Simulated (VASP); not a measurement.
# Si in VASP: notebook

One slab, Si, is run at these levels: LDA; tasks: single point, relaxation of the atoms.

Program: VASP 6.6.1. These are calculated values, not measurements. Logs are shortened: lines on timing, memory, paths and dates and some standing lists are left out, and cuts for length are marked.

## Step 1: The slab as given

The cell holds a slab with vacuum, 10 atoms: a = 3.820 Å, b = 3.820 Å, c = 28.258 Å, α = 90.00°, β = 90.00°, γ = 120.00°.

The slab is cut from a database's or a generator's crystal, which needn't be the stable form of the element.

## Step 2: Single point, LDA

Contents of INCAR:

```
PREC     = Accurate       # precision mode
ENCUT    = 520            # plane-wave cutoff, eV
EDIFF    = 1E-6           # SCF threshold, eV
ISMEAR   = 0              # smearing method
SIGMA    = 0.03           # smearing width, eV
LREAL    = False          # projectors in reciprocal space
LASPH    = True           # aspherical terms in the spheres
NELM     = 80             # most SCF steps
ALGO     = Normal         # electronic algorithm
ISIF     = 2              # what is computed and relaxed
LWAVE    = False          # write WAVECAR
LCHARG   = False          # write CHGCAR
LDIPOL   = True         
IDIPOL   = 3            
DIPOL    = 0.5 0.5 0.500
NBANDS   = 31             # bands
LVHAR    = True         
LVACPOTAV= True         
ICORELEVEL= 1            
KPAR     = 4
```

Contents of KPOINTS:

```
regular mesh
0
Gamma
  9 9 1
```

Contents of POSCAR:

```
Si
1.0
    3.8204894500      0.0000000000      0.0000000000
   -1.9102447300      3.3086409200      0.0000000000
    0.0000000000      0.0000000000     28.2575204500
Si
10
Direct
    0.3333333300      0.6666666700      0.2654160700
    0.0000000000      0.0000000000      0.2930141800
    0.0000000000      0.0000000000      0.3758085100
    0.6666666700      0.3333333300      0.4034066200
    0.6666666700      0.3333333300      0.4862009500
    0.3333333300      0.6666666700      0.5137990500
    0.3333333300      0.6666666700      0.5965933800
    0.0000000000      0.0000000000      0.6241914900
    0.0000000000      0.0000000000      0.7069858200
    0.6666666700      0.3333333300      0.7345839300
```

Potentials or basis: VASP PAW LDA potentials, release 64 (Si).

On the command line:

```console
cat potpaw_LDA.64/Si/POTCAR > POTCAR
mpirun -np 4 vasp_std > vasp.out
```

OUTCAR:

```text
PREC = Accurate
   ENCUT = 520
   EDIFF = 1E-6
   ISMEAR = 0
   LREAL = False
   LASPH = True
   NELM = 80
   ISIF = 2

 ion  position               nearest neighbor table
   1  0.333  0.667  0.265-   2 2.34   2 2.34   2 2.34
   2  0.000  0.000  0.293-   1 2.34   1 2.34   1 2.34   3 2.34
   3  0.000  0.000  0.376-   4 2.34   4 2.34   4 2.34   2 2.34
   4  0.667  0.333  0.403-   3 2.34   3 2.34   3 2.34   5 2.34
   5  0.667  0.333  0.486-   6 2.34   6 2.34   6 2.34   4 2.34
   6  0.333  0.667  0.514-   5 2.34   5 2.34   5 2.34   7 2.34
   7  0.333  0.667  0.597-   8 2.34   8 2.34   8 2.34   6 2.34
   8  0.000  0.000  0.624-   7 2.34   7 2.34   7 2.34   9 2.34
   9  0.000  0.000  0.707-  10 2.34  10 2.34  10 2.34   8 2.34
  10  0.667  0.333  0.735-   9 2.34   9 2.34   9 2.34

  LATTYP: Found a hexagonal cell.
 ALAT       =     3.8204894500
 C/A-ratio  =     7.3963089860

  Lattice vectors:

 A1 = (   3.8204894500,   0.0000000000,   0.0000000000)
 A2 = (  -1.9102447300,   3.3086409200,   0.0000000000)
 A3 = (   0.0000000000,   0.0000000000,  28.2575204500)

Analysis of symmetry for initial positions (statically):
=====================================================================
 Subroutine PRICEL returns:
 Original cell was already a primitive cell.

 Routine SETGRP: Setting up the symmetry group for a
 hexagonal supercell.

 Subroutine GETGRP returns: Found 12 space group operations
 (whereof 12 operations were pure point group operations)
 out of a pool of 24 trial point group operations.

The static configuration has the point symmetry D_3d.

Analysis of symmetry for dynamics (positions and initial velocities):
=====================================================================
 Subroutine PRICEL returns:
 Original cell was already a primitive cell.

 Routine SETGRP: Setting up the symmetry group for a
 hexagonal supercell.

 Subroutine GETGRP returns: Found 12 space group operations
 (whereof 12 operations were pure point group operations)
 out of a pool of 24 trial point group operations.

The dynamic configuration has the point symmetry D_3d.

 Subroutine INISYM returns: Found 12 space group operations
 (whereof 12 operations are pure point group operations),
 and found     1 'primitive' translations

----------------------------------------------------------------------------------------

                                     Primitive cell

  volume of cell :     357.1928

  direct lattice vectors                    reciprocal lattice vectors
     3.820489450  0.000000000  0.000000000     0.261746568  0.151119452  0.000000000
    -1.910244730  3.308640920  0.000000000     0.000000000  0.302238902  0.000000000
     0.000000000  0.000000000 28.257520450     0.000000000  0.000000000  0.035388809

  length of vectors
     3.820489450  3.820489454 28.257520450     0.302238903  0.302238902  0.035388809

  position of ions in fractional coordinates (direct lattice)
     0.333333330  0.666666670  0.265416070
     0.000000000  0.000000000  0.293014180
     0.000000000  0.000000000  0.375808510
     0.666666670  0.333333330  0.403406620
     0.666666670  0.333333330  0.486200950
     0.333333330  0.666666670  0.513799050
     0.333333330  0.666666670  0.596593380
     0.000000000  0.000000000  0.624191490
     0.000000000  0.000000000  0.706985820
     0.666666670  0.333333330  0.734583930

  ion indices of the primitive-cell ions
   primitive index   ion index
                 1           1
                 2           2
                 3           3
                 4           4
                 5           5
                 6           6
                 7           7
                 8           8
                 9           9
                10          10

----------------------------------------------------------------------------------------

 KPOINTS: regular mesh

Automatic generation of k-mesh.
 Grid dimensions read from file:
 generate k-points for:    9    9    1

 Generating k-lattice:

  Cartesian coordinates                     Fractional coordinates (reciprocal lattice)
     0.029082952  0.016791050  0.000000000     0.111111111  0.000000000  0.000000000
     0.000000000  0.033582100  0.000000000     0.000000000  0.111111111  0.000000000
     0.000000000  0.000000000  0.035388809     0.000000000  0.000000000  1.000000000

  Length of vectors
     0.033582100  0.033582100  0.035388809

  Shift w.r.t. Gamma in fractional coordinates (k-lattice)
     0.000000000  0.000000000  0.000000000

 Subroutine IBZKPT returns following result:
 ===========================================

 Found     12 irreducible k-points:

 Following reciprocal coordinates:
            Coordinates               Weight
  0.000000  0.000000  0.000000      1.000000
  0.111111  0.000000  0.000000      6.000000
  0.222222 -0.000000  0.000000      6.000000
  0.333333  0.000000  0.000000      6.000000
  0.444444 -0.000000  0.000000      6.000000
[... 54 lines left out ...]
   LEPSILON=     F    determine dielectric tensor
   LRPA    =     F    only Hartree local field effects (RPA)
 non-spin polarized calculation
 Gauss-broadening in eV      SIGMA  =   0.03
  energy-cutoff  :      520.00
  volume of cell :      357.19
 maximum number of plane-waves:      9681
   NGX = 15   NGY = 15   NGZ =105

 dipolmoment           0.000000      0.000000     -0.000000 electrons x Angstroem

 number of electron      39.9999999 magnetization

 dipolmoment           0.000000      0.000000      0.000000 electrons x Angstroem

 Free energy of the ion-electron system (eV)
  ---------------------------------------------------
  ext. energy  EPLUGINS =         0.00000000
  ---------------------------------------------------
  free energy    TOTEN  =       -56.71050575 eV

  energy without entropy =      -56.70483411  energy(sigma->0) =      -56.70766993

 the core state eigenenergies are
   1-  1s  -1768.2889  2s   -131.4055  2p    -88.3541
   2-  1s  -1768.2793  2s   -131.4477  2p    -88.3904
   3-  1s  -1768.6224  2s   -131.7840  2p    -88.7276
   4-  1s  -1768.4274  2s   -131.6457  2p    -88.5849
   5-  1s  -1768.5492  2s   -131.7552  2p    -88.6952
   6-  1s  -1768.5492  2s   -131.7552  2p    -88.6952
   7-  1s  -1768.4274  2s   -131.6457  2p    -88.5849
   8-  1s  -1768.6224  2s   -131.7840  2p    -88.7276
   9-  1s  -1768.2793  2s   -131.4477  2p    -88.3904
  10-  1s  -1768.2889  2s   -131.4055  2p    -88.3541

 E-fermi :   1.0476     XC(G=0):  -5.8850

 val. band max:        1.0187280833   @ k =   0.2222  -0.0000   0.0000
 cond. band min:       1.0496177569   @ k =   0.4444  -0.0000   0.0000
 fundamental gap:      0.0308896735
 Fermi energy:         1.0476407524

 k-point     1 :       0.0000    0.0000    0.0000
  band No.  band energies     occupation
      1     -10.9859      2.00000
      2     -10.5390      2.00000
      3      -9.9581      2.00000
      4      -9.2618      2.00000
      5      -8.8153      2.00000
      6      -5.5674      2.00000
[... 23 lines left out ...]
     30       4.2750      0.00000
     31       4.3135      0.00000

 k-point     2 :       0.1111    0.0000    0.0000
  band No.  band energies     occupation
      1     -10.8408      2.00000
      2     -10.3950      2.00000
      3      -9.8149      2.00000
      4      -9.1180      2.00000
      5      -8.6698      2.00000
      6      -5.4951      2.00000
[... 23 lines left out ...]
     30       4.5740      0.00000
     31       4.6196      0.00000

 k-point     3 :       0.2222   -0.0000    0.0000
  band No.  band energies     occupation
      1     -10.4122      2.00000
      2      -9.9705      2.00000
      3      -9.3941      2.00000
      4      -8.6963      2.00000
      5      -8.2413      2.00000
      6      -5.3947      2.00000
[... 295 lines left out ...]
     30       5.5170      0.00000
     31       5.7889      0.00000

 k-point    12 :       0.3333    0.3333    0.0000
  band No.  band energies     occupation
      1      -7.8180      2.00000
      2      -7.8180      2.00000
      3      -7.6425      2.00000
      4      -7.6348      2.00000
      5      -6.1110      2.00000
      6      -6.1110      2.00000
[... 23 lines left out ...]
     30       6.2767      0.00000
     31       6.7872      0.00000

------------------------ aborting loop because EDIFF is reached ----------------------------------------

  FORCE on cell =-STRESS in cart. coord.  units (eV):
  Direction    XX          YY          ZZ          XY          YZ          ZX
  --------------------------------------------------------------------------------------
  -------------------------------------------------------------------------------------
  Total       -0.6281472     -0.6281472     -1.0800735      0.0000000     -0.0000000      0.0000000
  in kB       -2.8175349     -2.8175349     -4.8446367      0.0000000     -0.0000000      0.0000000
  external PRESSURE =      -3.4932355 kB  Pullay stress =       0.0000000 kB

 VOLUME and BASIS-vectors are now :
 -----------------------------------------------------------------------------
  energy-cutoff  :      520.00
  volume of cell :      357.19
      direct lattice vectors                 reciprocal lattice vectors
     3.820489450  0.000000000  0.000000000     0.261746568  0.151119452  0.000000000
    -1.910244730  3.308640920  0.000000000     0.000000000  0.302238902  0.000000000
     0.000000000  0.000000000 28.257520450     0.000000000  0.000000000  0.035388809

 POSITION                                       TOTAL-FORCE (eV/Angst)
 -----------------------------------------------------------------------------------
     -0.00000      2.20576      7.50000         0.000000     -0.000000      0.742790
      0.00000      0.00000      8.27985         0.000000      0.000000     -0.777301
      0.00000      0.00000     10.61942        -0.000000     -0.000000      0.165051
      1.91024      1.10288     11.39927        -0.000000      0.000000     -0.167599
      1.91024      1.10288     13.73883        -0.000000      0.000000      0.076761
     -0.00000      2.20576     14.51869         0.000000     -0.000000     -0.076761
     -0.00000      2.20576     16.85825         0.000000     -0.000000      0.167599
      0.00000      0.00000     17.63810         0.000000      0.000000     -0.165051
      0.00000      0.00000     19.97767         0.000000     -0.000000      0.777301
      1.91024      1.10288     20.75752         0.000000      0.000000     -0.742790
 -----------------------------------------------------------------------------------
    total drift:                                0.000000     -0.000000      0.000000

  FREE ENERGIE OF THE ION-ELECTRON SYSTEM (eV)
  ---------------------------------------------------
  free  energy   TOTEN  =       -56.7105057542 eV

  energy  without entropy=      -56.7048341071  energy(sigma->0) =      -56.70766993

 vacuum level on the upper side and lower side of the slab         5.966         5.966
```

Wall time 52 s (4 MPI ranks of Intel Xeon Platinum 8488C (Sapphire Rapids), shared host); peak memory 0.35 GiB.

Results:

```yaml
Free_energy: -56.7105 eV
Largest_force: 0.777 eV/Å
Band_gap_on_the_k_mesh: none (metal or under the smearing width)
Work_function_of_the_upper_face: 4.92 eV
Work_function_of_the_lower_face: 4.92 eV
```

Forces on the atoms (eV/Å):
```
Si   0.000  0.000  0.743
Si   0.000  0.000 -0.777
Si   0.000  0.000  0.165
Si   0.000  0.000 -0.168
Si   0.000  0.000  0.077
Si   0.000  0.000 -0.077
Si   0.000  0.000  0.168
Si   0.000  0.000 -0.165
Si   0.000  0.000  0.777
Si   0.000  0.000 -0.743
```

Core levels (eV, on the scale of the bands):
```
atom                           levels
1 Si  1s -1768.3, 2s -131.4, 2p -88.4
2 Si  1s -1768.3, 2s -131.4, 2p -88.4
3 Si  1s -1768.6, 2s -131.8, 2p -88.7
4 Si  1s -1768.4, 2s -131.6, 2p -88.6
5 Si  1s -1768.5, 2s -131.8, 2p -88.7
6 Si  1s -1768.5, 2s -131.8, 2p -88.7
```

## Step 3: Relaxation of the atoms, LDA

Contents of INCAR:

```
SYSTEM = Si
ALGO = Normal
DIPOL = 0.5 0.5 0.500
EDIFF = 1E-6
EDIFFG = -0.02
ENCUT = 520
IBRION = 2
IDIPOL = 3
ISIF = 2
ISMEAR = 0
KPAR = 4
LASPH = .TRUE.
LCHARG = .FALSE.
LDIPOL = .TRUE.
LREAL = .FALSE.
LWAVE = .FALSE.
NELM = 80
NSW = 80
PREC = Accurate
SIGMA = 0.03
```

Contents of KPOINTS:

```
k-points
0
G
  9 9 1
  0 0 0
```

POSCAR is that of step 2.

Potentials or basis: VASP PAW LDA potentials, release 64 (Si).

On the command line:

```console
cat potpaw_LDA.64/Si/POTCAR > POTCAR
mpirun -np 4 vasp_std > vasp.out
```

Run time: 4.9 min. Hardware: 4 MPI ranks of Intel Xeon Platinum 8488C (Sapphire Rapids), shared host; peak memory 0.36 GiB.

It converged, with:

```yaml
Free_energy: -56.8335 eV
Energy_gained_by_relaxing: 12.3 meV/atom
Ionic_steps: 16
Largest_force_after_relaxing: 0.018 eV/Å
Band_gap_on_the_k_mesh: none (metal or under the smearing width)
```

Forces on the atoms (eV/Å):
```
Si   0.000  0.000  0.018
Si   0.000  0.000 -0.012
Si   0.000  0.000 -0.011
Si   0.000  0.000  0.015
Si   0.000  0.000 -0.012
Si   0.000  0.000  0.012
Si   0.000  0.000 -0.015
Si   0.000  0.000  0.011
Si   0.000  0.000  0.012
Si   0.000  0.000 -0.018
```

The path:
```tsv
step	energy change (eV)	largest force (eV/Å)	pressure (GPa)
1	0.0000	0.7773	-0.35
2	-0.0769	0.4049	-0.24
3	-0.0868	0.3474	-0.18
4	-0.1042	0.1699	-0.11
5	-0.1102	0.2229	-0.04
6	-0.1158	0.0907	0.03
7	-0.1160	0.0954	0.05
8	-0.1176	0.0497	0.08
9	-0.1178	0.0558	0.09
10	-0.1190	0.0492	0.12
11	-0.1210	0.0687	0.21
12	-0.1212	0.0782	0.26
13	-0.1219	0.0650	0.28
14	-0.1228	0.0370	0.32
15	-0.1228	0.0348	0.34
16	-0.1230	0.0184	0.35
```

Final structure:
```
Si
1.0
     3.82049    0.00000    0.00000
    -1.91024    3.30864    0.00000
     0.00000    0.00000   28.25752
Si
10
Cartesian
  0.0000 2.2058 7.6609
  0.0000 0.0000 8.2753
  0.0000 0.0000 10.6322
  1.9102 1.1029 11.3931
  1.9102 1.1029 13.7407
  0.0000 2.2058 14.5168
  0.0000 2.2058 16.8644
  0.0000 0.0000 17.6253
  0.0000 0.0000 19.9822
  1.9102 1.1029 20.5967
```

Levels at points of the mesh, in eV from the Fermi level:
```tsv
k point	band 17	band 18	band 19	band 20	band 21	band 22	band 23	band 24
(0.00, 0.00, 0.00)	-0.61	-0.32	-0.32	0.07	0.69	1.36	1.63	1.94
```

## Step 4: Single point, LDA

Contents of INCAR:

```
PREC     = Accurate       # precision mode
ENCUT    = 520            # plane-wave cutoff, eV
EDIFF    = 1E-6           # SCF threshold, eV
ISMEAR   = 0              # smearing method
SIGMA    = 0.03           # smearing width, eV
LREAL    = False          # projectors in reciprocal space
LASPH    = True           # aspherical terms in the spheres
NELM     = 80             # most SCF steps
ALGO     = Normal         # electronic algorithm
ISIF     = 2              # what is computed and relaxed
LWAVE    = False          # write WAVECAR
LCHARG   = False          # write CHGCAR
LDIPOL   = True         
IDIPOL   = 3            
DIPOL    = 0.5 0.5 0.500
NBANDS   = 31             # bands
LVHAR    = True         
LVACPOTAV= True         
ICORELEVEL= 1            
KPAR     = 4
```

Contents of KPOINTS:

```
regular mesh
0
Gamma
  9 9 1
```

Contents of POSCAR:

```
Si                                      
1.0
    3.8204894500      0.0000000000      0.0000000000
   -1.9102447300      3.3086409200      0.0000000000
    0.0000000000      0.0000000000     28.2575204500
  Si            
    10
Direct
     0.3333333300000021    0.6666666699999979    0.2711085743955934
     0.0000000000000000    0.0000000000000000    0.2928530871382038
     0.0000000000000000    0.0000000000000000    0.3762611208208219
     0.6666666699999979    0.3333333300000021    0.4031886314959805
     0.6666666699999979    0.3333333300000021    0.4862664801332430
     0.3333333300000021    0.6666666699999979    0.5137335198667570
     0.3333333300000021    0.6666666699999979    0.5968113685040193
     0.0000000000000000    0.0000000000000000    0.6237388791791779
     0.0000000000000000    0.0000000000000000    0.7071469128617962
     0.6666666699999979    0.3333333300000021    0.7288914256044066
```

On the command line:

```console
cat potpaw_LDA.64/Si/POTCAR > POTCAR
mpirun -np 4 vasp_std > vasp.out
```

Run time: 64 s. Hardware: 4 MPI ranks of Intel Xeon Platinum 8488C (Sapphire Rapids), shared host; peak memory 0.36 GiB.

It converged, with:

* Free energy: -56.8335 eV
* Largest force: 0.018 eV/Å
* Band gap on the k mesh: none (metal or under the smearing width)
* Work function of the upper face: 4.75 eV
* Work function of the lower face: 4.75 eV

Forces in eV/Å, atoms in the order of the input:
```
Si   0.000  0.000  0.018
Si   0.000  0.000 -0.012
Si   0.000  0.000 -0.011
Si   0.000  0.000  0.015
Si   0.000  0.000 -0.012
Si   0.000  0.000  0.012
Si   0.000  0.000 -0.015
Si   0.000  0.000  0.011
Si   0.000  0.000  0.012
Si   0.000  0.000 -0.018
```

Levels at points of the mesh, in eV from the Fermi level:
```
           k point  band 18  band 19  band 20  band 21  band 22  band 23
(0.00, 0.00, 0.00)    -0.32    -0.32     0.07     0.69     1.36     1.63
```

Core levels (eV, on the scale of the bands):
```
atom                           levels
1 Si  1s -1768.2, 2s -131.4, 2p -88.4
2 Si  1s -1768.3, 2s -131.5, 2p -88.5
3 Si  1s -1768.6, 2s -131.7, 2p -88.7
4 Si  1s -1768.3, 2s -131.5, 2p -88.5
5 Si  1s -1768.5, 2s -131.7, 2p -88.6
6 Si  1s -1768.5, 2s -131.7, 2p -88.6
```
